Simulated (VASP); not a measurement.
# TiH (Fm-3m) in VASP: notebook, part 2 of 2

VASP 6.6.1.

### Step 3. Relaxation of cell and atoms, LDA

This run uses another cell than the first one, of 9.13 Å³/atom, 1.057 times its volume.

File INCAR:

```
PREC = Accurate ; ENCUT = 600
EDIFF = 1E-6 ; ISMEAR = 0
SIGMA = 0.1 ; LREAL = F
LASPH = T ; NELM = 60
ALGO = Normal ; ISIF = 3
LWAVE = F ; LCHARG = F
IBRION = 2 ; NSW = 100
EDIFFG = -0.005
```

File KPOINTS:

```
regular mesh
0
Gamma
  18 18 18
```

File POSCAR:

```
TiH
1.0
    0.0000000000      2.0896972200      2.0896972200
    2.0896972200      0.0000000000      2.0896972200
    2.0896972200      2.0896972200      0.0000000000
Ti H
1 1
Direct
    0.0000000000      0.0000000000      0.0000000000
    0.5000000000      0.5000000000      0.5000000000
```

Potentials or basis: VASP PAW LDA potentials, release 64 (Ti_sv, H).

Run with:

```sh
$ cat potpaw_LDA.64/Ti_sv/POTCAR potpaw_LDA.64/H/POTCAR > POTCAR
$ mpirun -np 1 vasp_std > vasp.out
```

OUTCAR:

```text
PREC = Accurate
   ENCUT = 600
   EDIFF = 1E-6
   ISMEAR = 0
   LREAL = F
   LASPH = T
   NELM = 60
   ISIF = 3
   IBRION = 2
   NSW = 100
   EDIFFG = -0.005

 ion  position               nearest neighbor table
   1  0.000  0.000  0.000-
   2  0.500  0.500  0.500-

  LATTYP: Found a face centered cubic cell.
 ALAT       =     4.1793944400

  Lattice vectors:

 A1 = (   0.0000000000,   2.0896972200,   2.0896972200)
 A2 = (   2.0896972200,   0.0000000000,   2.0896972200)
 A3 = (   2.0896972200,   2.0896972200,   0.0000000000)

Analysis of symmetry for initial positions (statically):
=====================================================================
 Subroutine PRICEL returns:
 Original cell was already a primitive cell.

 Routine SETGRP: Setting up the symmetry group for a
 face centered cubic supercell.

 Subroutine GETGRP returns: Found 48 space group operations
 (whereof 48 operations were pure point group operations)
 out of a pool of 48 trial point group operations.

The static configuration has the point symmetry O_h .

Analysis of symmetry for dynamics (positions and initial velocities):
=====================================================================
 Subroutine PRICEL returns:
 Original cell was already a primitive cell.
[... 229 lines left out ...]

 number of electron      13.0000003 magnetization

 Free energy of the ion-electron system (eV)
  ---------------------------------------------------
  ext. energy  EPLUGINS =         0.00000000
  ---------------------------------------------------
  free energy    TOTEN  =       -12.89844775 eV

  energy without entropy =      -12.88848087  energy(sigma->0) =      -12.89346431

 E-fermi :   9.1638     XC(G=0): -12.4650

 val. band max:        9.1620815630   @ k =   0.4444   0.1667   0.0556
 cond. band min:       9.1644989334   @ k =  -0.4444   0.1667   0.0000
 fundamental gap:      0.0024173703
 Fermi energy:         9.1638246917

 k-point     1 :       0.0000    0.0000    0.0000
  band No.  band energies     occupation
      1     -46.7864      2.00000
      2     -23.0361      2.00000
      3     -23.0361      2.00000
      4     -23.0361      2.00000
      5      -0.4765      2.00000
      6       9.8409      0.00000
      7       9.8409      0.00000
      8       9.8410      0.00000
      9      11.3979      0.00000
     10      11.3979      0.00000
[... 287 lines left out ...]
 k-point    24 :      -0.2222    0.0556    0.0000
  band No.  band energies     occupation
      1     -46.7174      2.00000
      2     -23.4116      2.00000
      3     -23.1041      2.00000
      4     -23.0713      2.00000
      5       1.1689      2.00000
      6       8.6129      2.00000
      7       9.8667      0.00000
      8      10.0395      0.00000
      9      11.1759      0.00000
     10      11.7209      0.00000

 [... further k-points ...]

------------------------ aborting loop because EDIFF is reached ----------------------------------------

  FORCE on cell =-STRESS in cart. coord.  units (eV):
  Direction    XX          YY          ZZ          XY          YZ          ZX
  --------------------------------------------------------------------------------------
  -------------------------------------------------------------------------------------
  Total        0.0020688      0.0020688      0.0020688     -0.0000000      0.0000000     -0.0000000
  in kB        0.1917410      0.1917410      0.1917410     -0.0000000      0.0000000     -0.0000000
  external PRESSURE =       0.1917410 kB  Pullay stress =       0.0000000 kB
[... 17 lines left out ...]
  FREE ENERGIE OF THE ION-ELECTRON SYSTEM (eV)
  ---------------------------------------------------
  free  energy   TOTEN  =       -12.8984477524 eV

  energy  without entropy=      -12.8884808654  energy(sigma->0) =      -12.89346431

 reached required accuracy - stopping structural energy minimisation
```

OSZICAR:

```text
N       E                     dE             d eps       ncg     rms          rms(c)
DAV:   1     0.847164349379E+02    0.84716E+02   -0.76969E+03  3902   0.164E+03
DAV:   2    -0.962046050340E+01   -0.94337E+02   -0.92639E+02  3964   0.351E+02
DAV:   3    -0.142932355252E+02   -0.46728E+01   -0.45821E+01  5590   0.814E+01
[... 27 lines left out ...]
DAV:   5    -0.128983660158E+02   -0.26715E-03   -0.39281E-04  5048   0.141E-01    0.410E-02
DAV:   6    -0.128984385537E+02   -0.72538E-04   -0.15113E-04  5118   0.976E-02    0.147E-02
DAV:   7    -0.128984465095E+02   -0.79559E-05   -0.12509E-05  4892   0.307E-02    0.512E-03
DAV:   8    -0.128984477271E+02   -0.12176E-05   -0.34514E-06  4356   0.149E-02    0.462E-04
DAV:   9    -0.128984477524E+02   -0.25288E-07   -0.11794E-07  1960   0.329E-03
   3 F= -.12898448E+02 E0= -.12893464E+02  d E =-.242792E-01
```

CONTCAR:

```text
TiH
   1.00000000000000
    -0.0000000000000000    2.0522336241348156    2.0522336241348156
     2.0522336241348156    0.0000000000000000    2.0522336241348156
     2.0522336241348156    2.0522336241348156   -0.0000000000000000
  Ti              H
     1     1
Direct
     0.0000000000000000    0.0000000000000000    0.0000000000000000
     0.5000000000000000    0.5000000000000000    0.5000000000000000

  0.00000000E+00  0.00000000E+00  0.00000000E+00
  0.00000000E+00  0.00000000E+00  0.00000000E+00
```

Run time: 37 s. Hardware: 1 thread of Intel Xeon Platinum 8488C (Sapphire Rapids), shared host; peak memory 0.17 GiB.

What came out:

- Free energy: -12.8984 eV
- Relaxed volume: 8.64 Å³/atom
- Relaxed cell: a = 2.902 Å, b = 2.902 Å, c = 2.902 Å, α = 60.00°, β = 60.00°, γ = 60.00°
- Space group after relaxing (to 0.05 Å): Fm-3m (No. 225)
- Energy gained by relaxing: 12.1 meV/atom
- Ionic steps: 3
- Pressure after relaxing: 0.0 GPa
- Band gap on the k mesh: none (metal or under the smearing width)

The path:
```
step  energy change (eV)  largest force (eV/Å)  pressure (GPa)  volume (Å³)
   1              0.0000                0.0000           -7.69        18.25
   2             -0.0234                0.0000            1.62        17.12
   3             -0.0243                0.0000            0.02        17.29
```

Final structure:
```cif
data_structure
_symmetry_space_group_name_H-M 'P 1'
_symmetry_Int_Tables_number 1
_cell_length_a 2.9023
_cell_length_b 2.9023
_cell_length_c 2.9023
_cell_angle_alpha 60.000
_cell_angle_beta 60.000
_cell_angle_gamma 60.000
_cell_volume 17.29
loop_
_atom_site_label
_atom_site_type_symbol
_atom_site_fract_x
_atom_site_fract_y
_atom_site_fract_z
_atom_site_occupancy
Ti1 Ti 0.00000 0.00000 0.00000 1
H1 H 0.50000 0.50000 0.50000 1
```

### Step 4. Single point, LDA

File INCAR:

```
PREC = Accurate
ENCUT = 520
EDIFF = 1E-6
ISMEAR = 0
SIGMA = 0.15
LREAL = F
LASPH = T
NELM = 100
ALGO = Normal
ISIF = 2
LWAVE = F
LCHARG = T
LELF = T
LVHAR = T
NBANDS = 14
```

File KPOINTS:

```
Automatic mesh
0
Gamma
  18 18 18
```

File POSCAR:

```
TiH
1.0
    0.0000000000      2.0516219871      2.0516219871
    2.0516219871      0.0000000000      2.0516219871
    2.0516219871      2.0516219871      0.0000000000
Ti H
1 1
Direct
    0.0000000000      0.0000000000      0.0000000000
    0.5000000000      0.5000000000      0.5000000000
```

Potentials or basis: VASP PAW LDA potentials, release 64 (Ti_sv, H).

Run with:

```sh
$ cat potpaw_LDA.64/Ti_sv/POTCAR potpaw_LDA.64/H/POTCAR > POTCAR
$ mpirun -np 1 vasp_std > vasp.out
```

OUTCAR:

```text
PREC = Accurate
   ENCUT = 520
   EDIFF = 1E-6
   ISMEAR = 0
   LREAL = F
   LASPH = T
   NELM = 100
   ISIF = 2

 ion  position               nearest neighbor table
   1  0.000  0.000  0.000-
   2  0.500  0.500  0.500-

  LATTYP: Found a face centered cubic cell.
 ALAT       =     4.1032439742

  Lattice vectors:

 A1 = (   0.0000000000,   2.0516219871,   2.0516219871)
 A2 = (   2.0516219871,   0.0000000000,   2.0516219871)
 A3 = (   2.0516219871,   2.0516219871,   0.0000000000)

Analysis of symmetry for initial positions (statically):
=====================================================================
 Subroutine PRICEL returns:
 Original cell was already a primitive cell.

 Routine SETGRP: Setting up the symmetry group for a
 face centered cubic supercell.

 Subroutine GETGRP returns: Found 48 space group operations
 (whereof 48 operations were pure point group operations)
 out of a pool of 48 trial point group operations.

The static configuration has the point symmetry O_h .

Analysis of symmetry for dynamics (positions and initial velocities):
[... 172 lines left out ...]
      3     -23.0222      2.00000
      4     -23.0222      2.00000
      5      -0.4698      2.00000
      6       9.8520      0.00000
      7       9.8520      0.00000
      8       9.8520      0.00000
      9      11.4114      0.00000
     10      11.4114      0.00000
     11      20.4841      0.00000
     12      24.1189      0.00000
     13      25.9253      0.00000
     14      25.9253      0.00000
[... 377 lines left out ...]
      1     -46.7046      2.00000
      2     -23.3989      2.00000
      3     -23.0905      2.00000
      4     -23.0575      2.00000
      5       1.1771      2.00000
      6       8.6227      2.00000
      7       9.8779      0.00000
      8      10.0509      0.00000
      9      11.1889      0.00000
     10      11.7347      0.00000
     11      17.0749      0.00000
     12      23.3377      0.00000
     13      26.6111      0.00000
     14      28.2341      0.00000

 [... further k-points ...]

------------------------ aborting loop because EDIFF is reached ----------------------------------------

  FORCE on cell =-STRESS in cart. coord.  units (eV):
  Direction    XX          YY          ZZ          XY          YZ          ZX
  --------------------------------------------------------------------------------------
  -------------------------------------------------------------------------------------
  Total        0.0126786      0.0126786      0.0126786      0.0000000      0.0000000      0.0000000
  in kB        1.1761452      1.1761452      1.1761452      0.0000000      0.0000000      0.0000000
  external PRESSURE =       1.1761452 kB  Pullay stress =       0.0000000 kB

 VOLUME and BASIS-vectors are now :
 -----------------------------------------------------------------------------
  energy-cutoff  :      520.00
  volume of cell :       17.27
      direct lattice vectors                 reciprocal lattice vectors
     0.000000000  2.051621987  2.051621987    -0.243709613  0.243709613  0.243709613
     2.051621987  0.000000000  2.051621987     0.243709613 -0.243709613  0.243709613
     2.051621987  2.051621987  0.000000000     0.243709613  0.243709613 -0.243709613

 POSITION                                       TOTAL-FORCE (eV/Angst)
 -----------------------------------------------------------------------------------
      0.00000      0.00000      0.00000         0.000000     -0.000000      0.000000
      2.05162      2.05162      2.05162        -0.000000      0.000000     -0.000000
 -----------------------------------------------------------------------------------
    total drift:                                0.000000     -0.000000     -0.000000

  FREE ENERGIE OF THE ION-ELECTRON SYSTEM (eV)
  ---------------------------------------------------
  free  energy   TOTEN  =       -12.9037917229 eV

  energy  without entropy=      -12.8819198895  energy(sigma->0) =      -12.89285581
```

stdout:

```text
POSCAR found type information on POSCAR TiH
 POSCAR found :  2 types and       2 ions
 scaLAPACK will be used
 LDA part: xc-table for (Slater(with rela. corr.)+CA(PZ))
 , standard interpolation
 POSCAR, INCAR and KPOINTS ok, starting setup
 FFT: planning ... GRIDC
 FFT: planning ... GRID_SOFT
 FFT: planning ... GRID
 WAVECAR not read
 entering main loop
```

Wall time 19 s (1 thread of Intel Xeon Platinum 8488C (Sapphire Rapids), shared host); peak memory 0.16 GiB.

Results:

```
Free energy            : -12.9038 eV
Pressure               : 0.1 GPa
Band gap on the k mesh : none (metal or under the smearing width)
```

### Step 5. The runs side by side

```tsv
task	cell	cutoff (eV)	smearing	gap on the mesh (eV)	pressure (GPa)
single point	Fm-3m, 8.64 Å³/atom	520	gaussian 0.1 eV	none	0.1
relaxation of cell and atoms	relaxed	600	gaussian 0.1 eV	none	0.0
single point	Fm-3m, 8.64 Å³/atom	520	gaussian 0.15 eV	none	0.1
```

Alike in all rows: level LDA; potentials or basis VASP PAW LDA potentials, release 64 (Ti_sv, H); no spin polarisation; k mesh 18 × 18 × 18.

Total energies depend on the potentials used, so only differences within one code and one set of settings carry meaning.
